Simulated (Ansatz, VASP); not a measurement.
**One calculation of AgCl, two programs**

```
Ag Cl
1.0
     0.00000    2.82861    2.77315
     2.82861    0.00000    2.77315
     2.82861    2.82861    0.00000
Ag Cl
1 1
Cartesian
  2.8286 2.8286 2.7731
  0.0000 0.0000 0.0000
```

Change from the starting cell: equal xx and yy strain of +2 %, crystal datasets.

Alike in both runs: task electric field gradients; functional PBEsol; k mesh 9 × 9 × 9; occupations fermi-dirac, width 0.01 eV; no spin polarisation.

|  | VASP | Ansatz |
| --- | --- | --- |
| version | VASP 6.6.1 | Ansatz 0.2.0 |
| potentials or method | VASP PAW PBE potentials, release 64 (Ag, Cl), cutoff 520 eV | all-electron PAW with datasets made for the crystal, scalar-relativistic |

```tsv
	VASP	Ansatz	Ansatz less VASP
gap on the k mesh at the Fermi level (eV)	0.73	0.74	+0.005
pressure (GPa)	-4.2	-4.1	+0.10
Vzz of the field gradient on the site that differs most (V/Å²)	-10.5	-8.7	+1.83
```

Ansatz ran all-electron here, so the differences hold the error of VASP's frozen core and of both bases. Ansatz warned: «gradients_without_spin_orbit».

Caveats: the PAW data sets were made with another functional, which shifts forces and pressure a little (VASP); an odd mesh through Γ misses points on the zone boundary, where band edges often lie.
